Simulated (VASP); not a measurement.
# MgS (Niningerite) (Fm-3m) in VASP: notebook

The runs below take MgS (Niningerite) through relaxation of cell and atoms, with PBE.

Program: VASP 6.6.1. These are calculated values, not measurements. Logs are shortened: lines on timing, memory, paths and dates and some standing lists are left out, and cuts for length are marked.

## (1) The crystal as given

Symmetry: Fm-3m, No. 225, cubic system. The conventional cell has a = 5.203 Å, b = 5.203 Å, c = 5.203 Å, α = 90.00°, β = 90.00°, γ = 90.00°. S (site symmetry m-3m) is surrounded by 6 Mg at 2.60 Å. Around Mg (site symmetry m-3m) lie 6 S at 2.60 Å.

## (2) Relaxation of cell and atoms, PBE, target pressure 10 GPa, at which the enthalpy is minimised

File INCAR:

```
SYSTEM = MgS
ALGO = Fast ; EDIFF = 1E-7
EDIFFG = -0.01 ; ENCUT = 600
GGA = PE ; IBRION = 2
ISIF = 3 ; ISMEAR = -1
LASPH = .True. ; LCHARG = .False.
LREAL = .False. ; LWAVE = .False.
NELM = 60 ; NSW = 40
PREC = Accurate ; PSTRESS = 100
SIGMA = 0.05
```

File KPOINTS:

```
k-points
0
Gamma
  9 9 9
  0 0 0
```

File POSCAR:

```
MgS
1.0
    0.0000000000      2.6016500000      2.6016500000
    2.6016500000      0.0000000000      2.6016500000
    2.6016500000      2.6016500000      0.0000000000
S Mg
1 1
Direct
    0.5000000000      0.5000000000      0.5000000000
    0.0000000000      0.0000000000      0.0000000000
```

Potentials or basis: VASP PAW PBE potentials, release 64 (S, Mg).

Command:

```bash
> cat potpaw_PBE.64/S/POTCAR potpaw_PBE.64/Mg/POTCAR > POTCAR
> mpirun -np 1 vasp_std > vasp.out
```

OUTCAR:

```text
SYSTEM = MgS
   EDIFF = 1E-7
   EDIFFG = -0.01
   ENCUT = 600
   GGA = PE
   IBRION = 2
   ISIF = 3
   ISMEAR = -1
   LASPH = .True.
   LREAL = .False.
   NELM = 60
   NSW = 40
   PREC = Accurate
   PSTRESS = 100

 ion  position               nearest neighbor table
   1  0.500  0.500  0.500-   2 2.60   2 2.60   2 2.60   2 2.60   2 2.60   2 2.60
   2  0.000  0.000  0.000-   1 2.60   1 2.60   1 2.60   1 2.60   1 2.60   1 2.60

  LATTYP: Found a face centered cubic cell.
 ALAT       =     5.2033000000

  Lattice vectors:

 A1 = (   0.0000000000,   2.6016500000,   2.6016500000)
 A2 = (   2.6016500000,   0.0000000000,   2.6016500000)
 A3 = (   2.6016500000,   2.6016500000,   0.0000000000)

Analysis of symmetry for initial positions (statically):
=====================================================================
 Subroutine PRICEL returns:
 Original cell was already a primitive cell.

 Routine SETGRP: Setting up the symmetry group for a
 face centered cubic supercell.

 Subroutine GETGRP returns: Found 48 space group operations
 (whereof 48 operations were pure point group operations)
 out of a pool of 48 trial point group operations.

The static configuration has the point symmetry O_h .

Analysis of symmetry for dynamics (positions and initial velocities):
=====================================================================
 Subroutine PRICEL returns:
 Original cell was already a primitive cell.

 Routine SETGRP: Setting up the symmetry group for a
 face centered cubic supercell.

 Subroutine GETGRP returns: Found 48 space group operations
 (whereof 48 operations were pure point group operations)
 out of a pool of 48 trial point group operations.

The dynamic configuration has the point symmetry O_h .

 Subroutine INISYM returns: Found 48 space group operations
 (whereof 48 operations are pure point group operations),
 and found     1 'primitive' translations

----------------------------------------------------------------------------------------

                                     Primitive cell

  volume of cell :      35.2190

  direct lattice vectors                    reciprocal lattice vectors
     0.000000000  2.601650000  2.601650000    -0.192185728  0.192185728  0.192185728
     2.601650000  0.000000000  2.601650000     0.192185728 -0.192185728  0.192185728
     2.601650000  2.601650000  0.000000000     0.192185728  0.192185728 -0.192185728

  length of vectors
     3.679288715  3.679288715  3.679288715     0.332875446  0.332875446  0.332875446

  position of ions in fractional coordinates (direct lattice)
     0.500000000  0.500000000  0.500000000
     0.000000000  0.000000000  0.000000000

  ion indices of the primitive-cell ions
   primitive index   ion index
                 1           1
                 2           2

----------------------------------------------------------------------------------------

 KPOINTS: k-points

Automatic generation of k-mesh.
 Grid dimensions read from file:
 generate k-points for:    9    9    9

 Generating k-lattice:

  Cartesian coordinates                     Fractional coordinates (reciprocal lattice)
    -0.021353970  0.021353970  0.021353970     0.111111111  0.000000000  0.000000000
     0.021353970 -0.021353970  0.021353970     0.000000000  0.111111111  0.000000000
     0.021353970  0.021353970 -0.021353970     0.000000000  0.000000000  0.111111111

  Length of vectors
     0.036986161  0.036986161  0.036986161

  Shift w.r.t. Gamma in fractional coordinates (k-lattice)
     0.000000000  0.000000000  0.000000000

 Subroutine IBZKPT returns following result:
 ===========================================

 Found     35 irreducible k-points:

 Following reciprocal coordinates:
            Coordinates               Weight
  0.000000  0.000000  0.000000      1.000000
  0.111111  0.000000  0.000000      8.000000
  0.222222  0.000000  0.000000      8.000000
  0.333333  0.000000  0.000000      8.000000
  0.444444  0.000000  0.000000      8.000000
  0.111111  0.111111  0.000000      6.000000
[... 16 lines left out ...]
 -0.333333  0.333333  0.000000     12.000000
  0.444444  0.444444  0.000000      6.000000
 [... further k-points ...]
   k-points           NKPTS =     35   k-points in BZ     NKDIM =     35   number of bands    NBANDS=      8
   number of dos      NEDOS =    301   number of ions     NIONS =      2
   total plane-waves  NPLWV =  27000
   dimension x,y,z NGX =    30 NGY =   30 NGZ =   30
   dimension x,y,z NGXF=    60 NGYF=   60 NGZF=   60
   ions per type =               1   1
   NGX,Y,Z   is equivalent  to a cutoff of  13.56, 13.56, 13.56 a.u.
   NGXF,Y,Z  is equivalent  to a cutoff of  27.11, 27.11, 27.11 a.u.
 SYSTEM =  MgS
   PREC   = accura    normal or accurate (medium, high low for compatibility)
   ISTART =      0    job   : 0-new  1-cont  2-samecut
   ICHARG =      2    charge: 1-file 2-atom 10-const
   ISPIN  =      1    spin polarized calculation?
   LNONCOLLINEAR =      F non collinear calculations
   LSORBIT =      F    spin-orbit coupling
   LASPH  =      T    aspherical Exc in radial PAW
   ENCUT  =  600.0 eV  44.10 Ry    6.64 a.u.   7.35  7.35  7.35*2*pi/ulx,y,z
   NELM   =     60;   NELMIN=  2; NELMDL= -5     # of ELM steps
   EDIFF  = 0.1E-06   stopping-criterion for ELM
   LREAL  =      F    real-space projection
   EDIFFG = -.1E-01   stopping-criterion for IOM
   NSW    =     40    number of steps for IOM
   IBRION =      2    ionic relax: 0-MD 1-quasi-New 2-CG
   NFREE  =      1    steps in history (QN), initial steepest desc. (CG)
   ISIF   =      3    stress and relaxation
   ISYM   =      2    0-nonsym 1-usesym 2-fastsym
   POTIM  = 0.5000    time-step for ionic-motion
   TEBEG  =    0.0;   TEEND  =   0.0 temperature during run
   PSTRESS=  100.0 pullay stress
   NELECT =       8.0000    total number of electrons
   NUPDOWN=      -1.0000    fix difference up-down
   EMIN   =  10.00;   EMAX   =-10.00  energy-range for DOS
   EFERMI =   0.00;   METHOD = LEGACY
   ISMEAR =    -1;   SIGMA  =   0.05  broadening in eV -4-tet -1-fermi 0-gaus
   EFERMI_NEDOS =   21; number of points for ismear=-14 and -15
   IALGO  =     68    algorithm
   IMIX   =      4    mixing-type and parameters
     AMIX     =   0.40;   BMIX     =  1.00
     AMIX_MAG =   1.60;   BMIX_MAG =  1.00
  volume/ion in A,a.u.               =      17.61       118.83
  Fermi-wavevector in a.u.,A,eV,Ry     =   0.998878  1.887606 13.575323  0.997758
  Thomas-Fermi vector in A             =   2.131131
   LORBIT       =      0    0 simple, 1 ext, 2 COOP (PROOUT), +10 PAW based schemes
   GGA     = PE    functional components
   LHFCALC =     F    Hartree Fock is set to
   AEXX    =    0.0000 exact exchange contribution
   IVDW    =     0    specifies the selected vdW correction
   LEPSILON=     F    determine dielectric tensor
   LRPA    =     F    only Hartree local field effects (RPA)
 conjugate gradient relaxation of ions
 non-spin polarized calculation
 RMM-DIIS sequential band-by-band and
  energy-cutoff  :      600.00
  volume of cell :       35.22
 maximum number of plane-waves:      1211
 NGX is ok and might be reduce to    30
   NGX = 15   NGY = 15   NGZ = 15

--------------------------------------- Ionic step        1  -------------------------------------------

 number of electron       7.9999999 magnetization

 Free energy of the ion-electron system (eV)
  ---------------------------------------------------
  ext. energy  EPLUGINS =         0.00000000
  ---------------------------------------------------
  free energy    TOTEN  =        -8.50238684 eV

  energy without entropy =       -8.50238684  energy(sigma->0) =       -8.50238684

 E-fermi :   4.7382     XC(G=0):  -9.6883

 val. band max:        3.7246277214   @ k =   0.0000   0.0000   0.0000
 cond. band min:       6.6302492980   @ k =   0.4444   0.4444   0.0000
 fundamental gap:      2.9056215766
 Fermi energy:         4.7382235994

 k-point     1 :       0.0000    0.0000    0.0000
  band No.  band energies     occupation
      1      -8.9419      2.00000
      2       3.7246      2.00000
      3       3.7246      2.00000
      4       3.7246      2.00000
      5       7.4351      0.00000
      6      11.6794      0.00000
      7      11.6794      0.00000
      8      11.6794      0.00000

 k-point     2 :       0.1111    0.0000    0.0000
  band No.  band energies     occupation
      1      -8.8220      2.00000
      2       2.8600      2.00000
      3       3.6435      2.00000
      4       3.6435      2.00000
      5       8.1167      0.00000
      6      11.3908      0.00000
      7      11.8943      0.00000
      8      11.8943      0.00000
[... 309 lines left out ...]
  FREE ENERGIE OF THE ION-ELECTRON SYSTEM (eV)
  ---------------------------------------------------
  free  energy   TOTEN  =        -8.2652060225 eV

  energy  without entropy=       -8.2652060224  energy(sigma->0) =       -8.26520602

  enthalpy is  TOTEN    =        -6.3703771849 eV   P V=        1.8948288376

--------------------------------------- Ionic step        3  -------------------------------------------

 number of electron       8.0000000 magnetization

 Free energy of the ion-electron system (eV)
  ---------------------------------------------------
  ext. energy  EPLUGINS =         0.00000000
  ---------------------------------------------------
  free energy    TOTEN  =        -8.40058028 eV

  energy without entropy =       -8.40058028  energy(sigma->0) =       -8.40058028

 E-fermi :   5.6342     XC(G=0): -10.0895

 val. band max:        4.6241828374   @ k =   0.0000   0.0000   0.0000
 cond. band min:       7.7364879516   @ k =   0.4444   0.4444   0.0000
 fundamental gap:      3.1123051142
 Fermi energy:         5.6342311097

 k-point     1 :       0.0000    0.0000    0.0000
  band No.  band energies     occupation
      1      -8.6251      2.00000
      2       4.6242      2.00000
      3       4.6242      2.00000
      4       4.6242      2.00000
      5       9.1385      0.00000
      6      12.4976      0.00000
      7      12.4976      0.00000
      8      12.4976      0.00000

 k-point     2 :       0.1111    0.0000    0.0000
  band No.  band energies     occupation
      1      -8.4862      2.00000
      2       3.7080      2.00000
      3       4.5248      2.00000
      4       4.5248      2.00000
      5       9.7786      0.00000
      6      12.2802      0.00000
      7      12.7488      0.00000
      8      12.7488      0.00000
[... 264 lines left out ...]
 POSITION                                       TOTAL-FORCE (eV/Angst)
 -----------------------------------------------------------------------------------
      2.52003      2.52003      2.52003        -0.000000     -0.000000      0.000000
      0.00000      0.00000      0.00000         0.000000      0.000000     -0.000000
 -----------------------------------------------------------------------------------
    total drift:                               -0.000000     -0.000000      0.000000

  FREE ENERGIE OF THE ION-ELECTRON SYSTEM (eV)
  ---------------------------------------------------
  free  energy   TOTEN  =        -8.4005802846 eV

  energy  without entropy=       -8.4005802846  energy(sigma->0) =       -8.40058028

  enthalpy is  TOTEN    =        -6.4028402648 eV   P V=        1.9977400198

 reached required accuracy - stopping structural energy minimisation
```

It took 33 s on 1 thread of Intel Xeon 6975P-C (Granite Rapids), shared host; peak memory 0.18 GiB.

What came out:

```yaml
Free_energy: -8.4006 eV
Relaxed_volume: 16.00 Å³/atom
Relaxed_cell: a = 3.564 Å, b = 3.564 Å, c = 3.564 Å, α = 60.00°, β = 60.00°, γ = 60.00°
Space_group_after_relaxing_to_0.05_Å: Fm-3m (No. 225)
Energy_change_on_relaxing_the_enthalpy_is_what_falls: +50.9 meV/atom
Ionic_steps: 3
Pressure_after_relaxing: 10.0 GPa
Band_gap_on_the_k_mesh: 3.11 eV, indirect (least direct gap 4.51 eV)
```

Step by step:
```csv
step,energy change (eV),largest force (eV/Å),pressure (GPa),volume (Å³)
1,0.0000,0.0000,0.89,35.22
2,0.2372,0.0000,16.60,30.36
3,0.1018,0.0000,10.00,32.01
```

Final structure:
```yaml
crystal:
  lattice:
    - [0.00000, 2.52003, 2.52003]
    - [2.52003, 0.00000, 2.52003]
    - [2.52003, 2.52003, 0.00000]
  atoms:
    - { symbol: S, position: [0.50000, 0.50000, 0.50000] }
    - { symbol: Mg, position: [0.00000, 0.00000, 0.00000] }
```

Caveat: the cell is relaxed towards a set pressure, so the enthalpy falls and the energy may rise; an odd mesh through Γ misses points on the zone boundary, where band edges often lie. Expect the measured gap to be larger: semilocal functionals such as PBE lack the derivative discontinuity.

## (3) Relaxation of cell and atoms, PBE, target pressure 20 GPa, at which the enthalpy is minimised

Edit INCAR of step 2 so:

```diff
@@ -8,3 +8,3 @@
 NELM = 60 ; NSW = 40
-PREC = Accurate ; PSTRESS = 100
+PREC = Accurate ; PSTRESS = 200
 SIGMA = 0.05
```

KPOINTS is that of step 2.

POSCAR is that of step 2.

Potentials or basis: VASP PAW PBE potentials, release 64 (S, Mg).

Command:

```bash
> cat potpaw_PBE.64/S/POTCAR potpaw_PBE.64/Mg/POTCAR > POTCAR
> mpirun -np 1 vasp_std > vasp.out
```

It took 36 s on 1 thread of Intel Xeon 6975P-C (Granite Rapids), shared host; peak memory 0.18 GiB.

Results (log left out):

```
Free energy                                            : -8.1859 eV
Relaxed volume                                         : 14.83 Å³/atom
Relaxed cell                                           : a = 3.475 Å, b = 3.475 Å, c = 3.475 Å, α = 60.00°, β = 60.00°, γ = 60.00°
Space group after relaxing (to 0.05 Å)                 : Fm-3m (No. 225)
Energy change on relaxing (the enthalpy is what falls) : +158.2 meV/atom
Ionic steps                                            : 4
Pressure after relaxing                                : 20.0 GPa
Band gap on the k mesh                                 : 3.27 eV, indirect (least direct gap 5.23 eV)
```

Step by step:
| step | energy change (eV) | largest force (eV/Å) | pressure (GPa) | volume (Å³) |
| --- | --- | --- | --- | --- |
| 1 | 0.0000 | 0.0000 | 0.89 | 35.22 |
| 2 | 1.1574 | 0.0000 | 48.91 | 25.56 |
| 3 | 0.3038 | 0.0000 | 19.42 | 29.76 |
| 4 | 0.3165 | 0.0000 | 19.95 | 29.66 |

Final structure:
```yaml
crystal:
  lattice:
    - [0.00000, 2.45692, 2.45692]
    - [2.45692, 0.00000, 2.45692]
    - [2.45692, 2.45692, 0.00000]
  atoms:
    - { symbol: S, position: [0.50000, 0.50000, 0.50000] }
    - { symbol: Mg, position: [0.00000, 0.00000, 0.00000] }
```

Levels at points of the mesh, in eV from the valence-band top:
```tsv
k point	band 2	band 3	band 4	band 5	band 6	band 7
(0.00, 0.00, 0.00)	0.00	0.00	0.00	5.23	7.77	7.77
```

Caveat: the cell is relaxed towards a set pressure, so the enthalpy falls and the energy may rise; the volume moved by over 15 % at a fixed basis, so the end points are rough; an odd mesh through Γ misses points on the zone boundary, where band edges often lie. A hybrid or GW would open this gap; PBE tends to underestimate it.

## (4) For comparison

An earlier run on the cell as given: functional PBE; potentials or basis VASP PAW PBE potentials, release 64 (S, Mg); cutoff 520 eV; k mesh 9 × 9 × 9; occupations fermi-dirac, width 0.05 eV; no spin polarisation.

* Pressure: 0.9 GPa
* Band gap on the k mesh: 2.91 eV, indirect (least direct gap 3.71 eV)

## (5) Summary

| task | cell | cutoff (eV) | target pressure | gap on the mesh (eV) | pressure (GPa) |
| --- | --- | --- | --- | --- | --- |
| relaxation of cell and atoms | relaxed to 10 GPa | 600 | 10 GPa | 3.11 | 10.0 |
| relaxation of cell and atoms | relaxed to 20 GPa | 600 | 20 GPa | 3.27 | 20.0 |
| single point | as given | 520 | - | 2.91 | 0.9 |

Alike in all rows: level PBE; potentials or basis VASP PAW PBE potentials, release 64 (S, Mg); no spin polarisation; k mesh 9 × 9 × 9; smearing fermi-dirac 0.05 eV.

Caveats: an odd mesh through Γ misses points on the zone boundary, where band edges often lie; the cell is relaxed towards a set pressure, so the enthalpy falls and the energy may rise (some runs); the volume moved by over 15 % at a fixed basis, so the end points are rough (some runs).

Absolute energies hang on the potentials; compare differences alone.
